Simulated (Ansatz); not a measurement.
# FeSi (P2_13) in Ansatz: notebook

The runs below take FeSi through relaxation of cell and atoms, with PBEsol, r2SCAN.

Program: Ansatz 0.2.0. These are calculated values, not measurements. Logs are shortened: lines on timing, memory, paths and dates and some standing lists are left out, and cuts for length are marked.

### Step 1. Starting point

The structure is cubic, space group P2_13 (No. 198). The conventional cell has a = 4.551 Å, b = 4.551 Å, c = 4.551 Å, α = 90.00°, β = 90.00°, γ = 90.00°. Fe (site symmetry 3) is surrounded by 7 Si at 2.32 to 2.55 Å. Si (site symmetry 3) is surrounded by 7 Fe at 2.32 to 2.55 Å.

### Step 2. Relaxation of cell and atoms, PBEsol, collinear spin, ferromagnetic start

Input file input.yaml:

```yaml
crystal:
  lattice:
    - [4.5507, 0.0, 0.0]
    - [0.0, 4.5507, 0.0]
    - [0.0, 0.0, 4.5507]
  atoms:
    - { symbol: Fe, position: [0.86348, 0.63652, 0.36348], spin: 3.0 }
    - { symbol: Fe, position: [0.63652, 0.36348, 0.86348], spin: 3.0 }
    - { symbol: Fe, position: [0.36348, 0.86348, 0.63652], spin: 3.0 }
    - { symbol: Fe, position: [0.13652, 0.13652, 0.13652], spin: 3.0 }
    - { symbol: Si, position: [0.1576, 0.3424, 0.6576] }
    - { symbol: Si, position: [0.3424, 0.6576, 0.1576] }
    - { symbol: Si, position: [0.6576, 0.1576, 0.3424] }
    - { symbol: Si, position: [0.8424, 0.8424, 0.8424] }
hamiltonian:
  xc: pbesol
  pseudopotentials: { kind: paw }
magnetization:
  spin_polarized: true
kpoints:
  mp_grid: { grid: [6, 6, 6] }
scf:
  occupations: { method: fermi_dirac, width: 0.05 }
output:
  forces: true
  stress: true
  eigenvalues: true
relax:
  f_tol: 0.01
  max_steps: 40
  cell: { stress_tol: 0.05 }
```

Potentials or basis: Ansatz PAW.

Launch:

```console
$ ansatz run input.yaml --threads 4 --pin off --max-ram 11264MiB --backend cpu --events-out ev --progress --plain --runs-dir out
```

The program printed:

```text
Warning: RAYON_NUM_THREADS=4 ignored (pool sized by the plan → 4); use --threads N
Engine: ansatz 0.2.0, x86_64-unknown-linux-gnu
Pseudopotentials: kind: paw
Pseudopotential: Fe, paw, valence charge 16, recommended cutoff 420 eV (normal), Fe.paw.azcp
Pseudopotential: Si, paw, valence charge 4, recommended cutoff 420 eV (normal), Si.paw.azcp
Functional definition: PBEsol
  exchange = pbesol_x
  correlation = pbesol_c
Crystal: 8 atoms, lattice volume = 94.240 Å³
Basis set: ecut = 420 eV, 1839 PW (Γ), exchange–correlation on 64×64×64 points (8 copies of the dense FFT grid, shifted against one another)
Bands: 56, of which v1, the nominal top of the filled ones, is band 40 counted from 1 (39 counted from 0)
Symmetry: 12 space group operations
Space group: P213 (ITA 198), of the structure as read, at distance tolerance 4.6e-5 Å
Magnetic group: BNS 198.9 (UNI 1511), of the structure as read, at distance tolerance 4.6e-5 Å
k-points: 24 of 216 (time reversal used)
Non-local potential: Fe, projectors of the file, l = 0: 3, l = 1: 2, l = 2: 3, l = 3: 1
Non-local potential: Si, projectors of the file, l = 0: 2, l = 1: 2, l = 2: 2
PAW form: soft (Blöchl's): semilocal exchange-correlation on the pseudo side does not see the compensation charge
PAW frozen core: Fe, regenerated for the run's functional, and the local potential with it (the file was generated under x = pbe(κ = 0.804, μ = 0.2195149727645171), c = pbe(β = 0.06672455060314922))
PAW frozen core: Si, regenerated for the run's functional, and the local potential with it (the file was generated under x = pbe(κ = 0.804, μ = 0.2195149727645171), c = pbe(β = 0.06672455060314922))
PAW one-centre angular grid: Fe, 590 points (default); XC on 64 Gauss nodes
PAW one-centre angular grid: Si, 110 points (default); XC on 64 Gauss nodes
Initial density: superposition of atomic densities (chi_scale 0.1, normalization cell)
Starting moments: Σ|m| = 12 μB on 4 of 8 sites
Initial wavefunctions: pseudopotential atomic-orbital guess
Functional: x = pbesol(κ = 0.804, μ = 0.12345679012345678), c = pbesol(β = 0.046)
SCF iter   1: F=—  HF=-20281.416324 eV  |F-HF|=—  |Δ(HF+E_count)|=         —  Δρ=8.25e-2 (↑8.25e-2 ↓3.27e-2)  dr2=6.02e0  dr2_m=1.36e0  M=7.988 μB ∫|m|=9.912 μB  β_m=0.30  ethr=3.10e-3  ⟨swp⟩=6.9  Hψ=10538  notcnv=0  defer=4
Mixer restart at iter 1: flushing history
preconditioner: auto → Kerker (q_TF=auto, 2.655 Å⁻¹)  [metal: Δε(μ)=0.014 eV  Ē_g=8.032 eV  σ=0.050 eV  W_gap=0.07  n_scr=26 (ndim 8)  ℏωp=26.5 eV  f_vac=0.000  D(μ)=6.77/eV (n_scr^D=80)]
spin=Collinear: Kerker preconditioning applied to the charge; magnetization (m = ρ↑ − ρ↓) channel mixes plain (no charge-response kernel on spin).
SCF iter   2: F=—  HF=-20279.821411 eV  |F-HF|=—  |Δ(HF+E_count)|=    1.59e0  Δρ=3.98e-2 (↑3.98e-2 ↓3.16e-2)  dr2=8.29e-1  dr2_m=9.13e-1  M=7.611 μB ∫|m|=9.588 μB  β_m=0.40  ethr=3.10e-3  ⟨swp⟩=2.1  Hψ=4484  notcnv=0  defer=256
SCF iter   3: F=—  HF=-20282.257299 eV  |F-HF|=—  |Δ(HF+E_count)|=    2.44e0  Δρ=3.80e-2 (↑2.94e-2 ↓3.80e-2)  dr2=7.91e-1  dr2_m=8.83e-1  M=6.859 μB ∫|m|=8.906 μB  β_m=0.70  ethr=1.04e-3  ⟨swp⟩=2.0  Hψ=3124  notcnv=0  defer=256
SCF iter   4: F=—  HF=-20284.648014 eV  |F-HF|=—  |Δ(HF+E_count)|=    2.39e0  Δρ=3.76e-2 (↑1.72e-2 ↓3.76e-2)  dr2=9.49e-1  dr2_m=5.93e-1  M=5.938 μB ∫|m|=7.892 μB  β_m=0.18  ethr=9.89e-4  ⟨swp⟩=2.1  Hψ=3652  notcnv=0  defer=256
SCF iter   5: F=—  HF=-20284.679103 eV  |F-HF|=—  |Δ(HF+E_count)|=   3.11e-2  Δρ=2.46e-2 (↑2.46e-2 ↓1.92e-2)  dr2=1.99e-1  dr2_m=3.75e-1  M=5.821 μB ∫|m|=7.597 μB  β_m=0.33  ethr=9.89e-4  ⟨swp⟩=2.0  Hψ=3574  notcnv=0  defer=267
SCF iter   6: F=—  HF=-20285.769596 eV  |F-HF|=—  |Δ(HF+E_count)|=         —  Δρ=4.69e-2 (↑4.69e-2 ↓3.14e-2)  dr2=2.16e-1  dr2_m=1.29e0  M=3.812 μB ∫|m|=4.908 μB  β_m=1.00  ethr=2.49e-4  ⟨swp⟩=2.7  Hψ=4576  notcnv=0  defer=267
Mixer restart at iter 6: flushing history
SCF iter   7: F=—  HF=-20285.918814 eV  |F-HF|=—  |Δ(HF+E_count)|=   1.49e-1  Δρ=1.37e-2 (↑9.62e-3 ↓1.37e-2)  dr2=4.00e-1  dr2_m=3.86e-3  M=3.822 μB ∫|m|=4.759 μB  β_m=0.70  ethr=6.25e-5  ⟨swp⟩=2.5  Hψ=5702  notcnv=0  defer=293
SCF iter   8: F=—  HF=-20286.003772 eV  |F-HF|=—  |Δ(HF+E_count)|=   8.50e-2  Δρ=1.71e-2 (↑1.71e-2 ↓3.75e-3)  dr2=1.92e-1  dr2_m=4.97e-2  M=3.575 μB ∫|m|=4.444 μB  β_m=0.56  ethr=6.25e-5  ⟨swp⟩=3.1  Hψ=5816  notcnv=0  defer=293
SCF iter   9: F=—  HF=-20285.920729 eV  |F-HF|=—  |Δ(HF+E_count)|=   8.30e-2  Δρ=3.94e-3 (↑2.48e-3 ↓3.94e-3)  dr2=1.12e-2  dr2_m=7.99e-3  M=3.666 μB ∫|m|=4.537 μB  β_m=0.78  ethr=6.25e-5  ⟨swp⟩=2.5  Hψ=5554  notcnv=0  defer=293
SCF iter  10: F=—  HF=-20285.917941 eV  |F-HF|=—  |Δ(HF+E_count)|=   2.79e-3  Δρ=1.92e-3 (↑1.92e-3 ↓4.60e-4)  dr2=3.17e-3  dr2_m=5.59e-4  M=3.590 μB ∫|m|=4.415 μB  β_m=0.89  ethr=1.40e-5  ⟨swp⟩=2.0  Hψ=4295  notcnv=0  defer=293
[... 145 lines left out ...]
SCF converged after 9 iterations
Magnetization: -0.0000 μB (40.0000 up, 40.0000 down)
Absolute magnetization: 0.0000 μB (∫|ρ↑−ρ↓|, with the PAW one-centre terms)
Spin contamination: 0.0000 ħ² per cell (⟨S²⟩ above its minimum at these occupations)
Per-site moments (μB) at R_I (Å): [(-8.376690524182768e-9, 0.9309029353698852), (-8.376690522671275e-9, 0.9309029353698852), (-8.376690421294301e-9, 0.9309029353698852), (-8.376690691918606e-9, 0.9309029353698844), (7.760198898963395e-10, 0.9309029353698852), (7.760202722241828e-10, 0.9309029353698852), (7.760203788957545e-10, 0.9309029353698852), (7.760201540978757e-10, 0.9309029353698844)]
Free energy (F): -20286.523028 eV
Harris-Foulkes:  -20286.523028 eV  (|F-HF|=1.09e-11)
Internal energy: -20286.484085 eV  (E = F + TS)
E sigma→0 (E₀):  -20286.503557 eV
Entropy (-TS):   -0.038943 eV (-4.868 meV/atom)
Fermi energy:    17.231492 eV
--- Per-component energies (eV) ---
  E_band       = -759.370669
  E_kinetic    = 1619.978155
  E_local      = -10379.454648  (includes V_loc(G=0)·N_el)
  E_nonlocal   = 957.942677
  E_hartree    = 4525.035826
  E_xc         = -708.079623
  E_vxc        = -820.690542  (∫ρ·V_xc dr)
  E_paw        = -7327.122052  (= ΣΔE_a)
  E_vpaw       = -1187.221620  (= ΣTr[D̂ρ^β])
  E_aug_tail   = 0.003678  (compensation charges beyond the density's cutoff)
  E_ewald      = -8975.631149
  E_core_change = 0.843049  (= ΣΔE_core)
  E_smearing   = -0.038943  (= −TS)
  E_closure    = 0.000000  (closes the sum)
  Σ components = -20286.523028   (vs F -20286.523028, Δ=0.00e0)
--- Forces (eV/Å), atoms counted from 1 ---
  atom   1  Fe     0.00064706    -0.00064706     0.00064706
  atom   2  Fe    -0.00064706     0.00064706     0.00064706
  atom   3  Fe     0.00064706     0.00064706    -0.00064706
  atom   4  Fe    -0.00064706    -0.00064706    -0.00064706
  atom   5  Si     0.00081605    -0.00081605     0.00081605
  atom   6  Si    -0.00081605     0.00081605     0.00081605
  atom   7  Si     0.00081605     0.00081605    -0.00081605
  atom   8  Si    -0.00081605    -0.00081605    -0.00081605
  max |Σ_I F_I| component: 6.48e-17 eV/Å
--- Stress (GPa, compression-positive) ---
       -0.012915      -0.000000      -0.000000
       -0.000000      -0.012915       0.000000
       -0.000000       0.000000      -0.012915
  P = ⅓ Tr σ = -0.0129 GPa (-0.129 kbar)
--- Band table (eV; the first three rows and the last of 48) ---
  k-point 0 ↑: bands = ["-69.2343", "-69.2117", "-69.2117", "-69.2117", "-35.6813", "-35.6813", "-35.6813", "-35.6102", "-35.4105", "-35.4105", "-35.4105", "-35.3450", "-35.3450", "-35.3209", "-35.3209", "-35.3209", "3.6408", "9.1221", "9.1221", "9.1221", "11.9380", "11.9380", "11.9380", "13.5672", "13.5672", "13.5672", "14.0729", "14.2592", "14.2592", "14.6027", "14.6027", "14.6027", "15.1756", "15.1756", "15.1756", "16.8674", "16.8674", "16.8674", "17.1135", "17.1135", "17.8484", "17.8484", "17.8484", "20.3612", "20.3612", "20.3612", "20.9013", "20.9013", "21.6170", "21.6170", "21.6170", "22.8094", "24.0421", "24.0421", "24.0421", "25.8012"]
  k-point 1 ↑: bands = ["-69.2331", "-69.2153", "-69.2113", "-69.2095", "-35.6891", "-35.6828", "-35.6690", "-35.6137", "-35.4235", "-35.4148", "-35.3927", "-35.3442", "-35.3405", "-35.3252", "-35.3245", "-35.3185", "3.8533", "8.0454", "9.2432", "9.8612", "11.3451", "12.0661", "12.6182", "12.8637", "13.1368", "13.9380", "14.2971", "14.3483", "14.4968", "14.5651", "14.6445", "14.6713", "15.0307", "15.1349", "15.4687", "16.6062", "16.7254", "17.0476", "17.0944", "17.1092", "17.5708", "17.7600", "18.2944", "19.8183", "19.9143", "20.3251", "20.4095", "21.2307", "21.8149", "21.8527", "22.1367", "23.2487", "23.4444", "24.6615", "24.7133", "25.0454"]
  k-point 2 ↑: bands = ["-69.2299", "-69.2201", "-69.2104", "-69.2089", "-35.6918", "-35.6865", "-35.6536", "-35.6234", "-35.4301", "-35.4233", "-35.3729", "-35.3436", "-35.3330", "-35.3316", "-35.3301", "-35.3191", "4.4766", "6.7208", "9.5907", "10.3707", "11.0756", "12.1494", "12.2795", "12.6087", "13.4492", "13.6092", "14.3445", "14.4282", "14.6257", "14.6352", "14.7105", "14.8597", "14.9653", "15.3598", "15.5528", "16.1655", "16.6849", "16.9010", "17.1169", "17.1292", "17.4196", "17.5332", "18.7534", "19.3512", "19.5258", "19.7837", "20.9107", "21.6894", "22.1154", "22.1991", "22.7397", "23.3905", "23.6353", "23.7259", "24.0292", "24.9762"]
  k-point 23 ↓: bands = ["-69.2173", "-69.2173", "-69.2173", "-69.2173", "-35.6660", "-35.6660", "-35.6660", "-35.6660", "-35.4028", "-35.4028", "-35.4028", "-35.4028", "-35.3167", "-35.3167", "-35.3167", "-35.3167", "7.9018", "7.9018", "7.9018", "7.9018", "10.4889", "10.4889", "10.4889", "10.4889", "14.3199", "14.3199", "14.3199", "14.3199", "14.5428", "14.5428", "14.5428", "14.5428", "16.3754", "16.3754", "16.3754", "16.3754", "16.4667", "16.4667", "16.4667", "16.4667", "17.6535", "17.6535", "17.6535", "17.6535", "22.9650", "22.9650", "22.9650", "22.9650", "23.4726", "23.4726", "23.4726", "23.4726", "25.5073", "25.5073", "25.5073", "25.5073"]
--- Relaxed structure (6 steps of the walk, 5 accepted, 1 SCFs on fresh bases) ---
  F+E_penalty+E_count = -20286.52302798 eV   max|allowed force component| = 8.160e-4 eV/Å   (the final SCF, on the basis selected at the relaxed cell)
  cell:  # Å, volume = 85.3879 Å³
    - [4.403508110875729, -1.4765462906968807e-33, 2.5679065925163143e-34]
    - [-2.3753135980775907e-33, 4.403508110875729, 5.135813185032629e-34]
    - [1.2839532962581573e-33, 5.135813185032629e-34, 4.403508110875729]
  atoms:
    - { symbol: Fe, position: [0.8629176379841077, 0.6370823620158923, 0.3629176379841077] }
    - { symbol: Fe, position: [0.6370823620158923, 0.3629176379841077, 0.8629176379841077] }
    - { symbol: Fe, position: [0.3629176379841077, 0.8629176379841077, 0.6370823620158923] }
    - { symbol: Fe, position: [0.13708236201589236, 0.13708236201589236, 0.13708236201589236] }
    - { symbol: Si, position: [0.15880132300130065, 0.3411986769986994, 0.6588013230013007] }
    - { symbol: Si, position: [0.3411986769986994, 0.6588013230013007, 0.15880132300130065] }
    - { symbol: Si, position: [0.6588013230013007, 0.15880132300130065, 0.3411986769986994] }
    - { symbol: Si, position: [0.8411986769986995, 0.8411986769986995, 0.8411986769986995] }
```

Wall time 74 s (4 threads of AMD EPYC 7R43 (Zen 3), shared host); peak memory 0.59 GiB.

What came out:

```
Free energy                            : -20286.5230 eV
Relaxed volume                         : 10.67 Å³/atom
Relaxed cell                           : a = 4.404 Å, b = 4.404 Å, c = 4.404 Å, α = 90.00°, β = 90.00°, γ = 90.00°
Space group after relaxing (to 0.05 Å) : P2_13 (No. 198)
Energy gained by relaxing              : 75.5 meV/atom
Ionic steps                            : 6
Pressure after relaxing                : 0.0 GPa
Net moment                             : 0.00 μB per cell
Absolute moment                        : 0.00 μB per cell
```

Step by step:
```tsv
step	energy change (eV)	largest force (eV/Å)	volume (Å³)
1	0.0000	0.0811	94.24
2	-0.4842	0.2996	88.85
3	-0.6059	0.0358	85.62
4	-0.6067	0.0029	85.36
5	-0.6067	0.0017	85.39
6	-0.6041	0.0014	85.39
```

Final structure:
```
Fe Si
1.0
     4.40351    0.00000    0.00000
     0.00000    4.40351    0.00000
     0.00000    0.00000    4.40351
Fe Si
4 4
Direct
  0.86292 0.63708 0.36292
  0.63708 0.36292 0.86292
  0.36292 0.86292 0.63708
  0.13708 0.13708 0.13708
  0.15880 0.34120 0.65880
  0.34120 0.65880 0.15880
  0.65880 0.15880 0.34120
  0.84120 0.84120 0.84120
```

Caveat: the starting moments collapsed, and a magnetic state may lie lower; the plane-wave basis is chosen anew once the cell has moved, so the energies of steps on either side of that aren't comparable; the PAW data sets come from PBE, with cores solved anew for the run's functional, which leaves a small shift of forces and pressure; the starting moments weren't kept.

### Step 3. Relaxation of cell and atoms, r2SCAN, collinear spin, ferromagnetic start

input.yaml: that of step 2 with these lines changed.

```diff
@@ -15,3 +15,3 @@
 hamiltonian:
-  xc: pbesol
+  xc: r2scan
   pseudopotentials: { kind: paw }
@@ -27,2 +27,6 @@
   eigenvalues: true
+  write_density: true
+  write_potential: true
+  elf: true
+  volumetric_format: npy
 relax:
```

Potentials or basis: Ansatz PAW.

Launch:

```console
$ ansatz run input.yaml --threads 4 --pin off --max-ram 11264MiB --backend cpu --events-out ev --progress --plain --runs-dir out
```

The program printed:

```text
Warning: RAYON_NUM_THREADS=4 ignored (pool sized by the plan → 4); use --threads N
[... 2 set-up lines as earlier in the session ...]
[... 195 lines left out ...]
  k-point 23 ↓: bands = ["-72.1328", "-72.1328", "-72.1328", "-72.1328", "-36.9683", "-36.9683", "-36.9683", "-36.9683", "-36.8965", "-36.8965", "-36.8965", "-36.8965", "-36.8304", "-36.8304", "-36.8304", "-36.8304", "7.0641", "7.0641", "7.0641", "7.0641", "9.7653", "9.7653", "9.7653", "9.7653", "14.5986", "14.5986", "14.5986", "14.5986", "14.6669", "14.6669", "14.6669", "14.6669", "16.6717", "16.6717", "16.6717", "16.6717", "16.6938", "16.6938", "16.6938", "16.6938", "18.3660", "18.3660", "18.3660", "18.3660", "22.9771", "22.9771", "22.9771", "22.9771", "23.4984", "23.4984", "23.4984", "23.4984", "25.4932", "25.4932", "25.4932", "25.4932"]
--- Relaxed structure (5 steps of the walk, 5 accepted, 1 SCFs on fresh bases) ---
  F+E_penalty+E_count = -20502.05974817 eV   max|allowed force component| = 1.356e-3 eV/Å   (the final SCF, on the basis selected at the relaxed cell)
  cell:  # Å, volume = 87.0175 Å³
    - [4.4313444799445705, -7.7037197775489426e-34, 3.081487911019577e-33]
    - [3.851859888774472e-34, 4.4313444799445705, -4.172848212839011e-34]
    - [3.851859888774472e-33, -4.172848212839011e-34, 4.4313444799445705]
  atoms:
    - { symbol: Fe, position: [0.8609476438763876, 0.6390523561236126, 0.36094764387638756] }
    - { symbol: Fe, position: [0.6390523561236126, 0.36094764387638756, 0.8609476438763876] }
    - { symbol: Fe, position: [0.36094764387638756, 0.8609476438763876, 0.6390523561236126] }
    - { symbol: Fe, position: [0.13905235612361255, 0.13905235612361255, 0.13905235612361255] }
    - { symbol: Si, position: [0.15509205938880435, 0.3449079406111956, 0.6550920593888043] }
    - { symbol: Si, position: [0.3449079406111956, 0.6550920593888043, 0.15509205938880435] }
    - { symbol: Si, position: [0.6550920593888043, 0.15509205938880435, 0.3449079406111956] }
    - { symbol: Si, position: [0.8449079406111957, 0.8449079406111957, 0.8449079406111957] }
```

Run time: 1.9 min. Hardware: 4 threads of AMD EPYC 7R43 (Zen 3), shared host; peak memory 0.8 GiB.

What came out:

```yaml
Free_energy: -20502.0597 eV
Relaxed_volume: 10.88 Å³/atom
Relaxed_cell: a = 4.431 Å, b = 4.431 Å, c = 4.431 Å, α = 90.00°, β = 90.00°, γ = 90.00°
Space_group_after_relaxing_to_0.05_Å: P2_13 (No. 198)
Energy_gained_by_relaxing: 44.3 meV/atom
Ionic_steps: 6
Pressure_after_relaxing: 0.0 GPa
Band_gap_on_the_k_mesh: none (metal or under the smearing width)
Net_moment: 4.14 μB per cell
Absolute_moment: 5.61 μB per cell
Site_moments: Fe +1.19; Si -0.07 μB
```

Forces in eV/Å, atoms in the order of the input:
```
Fe  -0.001  0.001 -0.001
Fe   0.001 -0.001 -0.001
Fe  -0.001 -0.001  0.001
Fe   0.001  0.001  0.001
Si  -0.001  0.001 -0.001
Si   0.001 -0.001 -0.001
Si  -0.001 -0.001  0.001
Si   0.001  0.001  0.001
```

Step by step:
| step | energy change (eV) | largest force (eV/Å) | volume (Å³) |
| --- | --- | --- | --- |
| 1 | 0.0000 | 0.1934 | 94.24 |
| 2 | -0.2988 | 0.0910 | 89.74 |
| 3 | -0.3535 | 0.0148 | 86.28 |
| 4 | -0.3574 | 0.0075 | 87.07 |
| 5 | -0.3575 | 0.0025 | 87.02 |
| 6 | -0.3541 | 0.0023 | 87.02 |

Final structure:
```
Fe Si
1.0
     4.43134    0.00000    0.00000
     0.00000    4.43134    0.00000
     0.00000    0.00000    4.43134
Fe Si
4 4
Direct
  0.86095 0.63905 0.36095
  0.63905 0.36095 0.86095
  0.36095 0.86095 0.63905
  0.13905 0.13905 0.13905
  0.15509 0.34491 0.65509
  0.34491 0.65509 0.15509
  0.65509 0.15509 0.34491
  0.84491 0.84491 0.84491
```

Caveat: the magnetic or orbital state may not be the lowest; the plane-wave basis is chosen anew once the cell has moved, so the energies of steps on either side of that aren't comparable; the PAW data sets come from PBE, with cores solved anew for the run's functional, which leaves a small shift of forces and pressure.
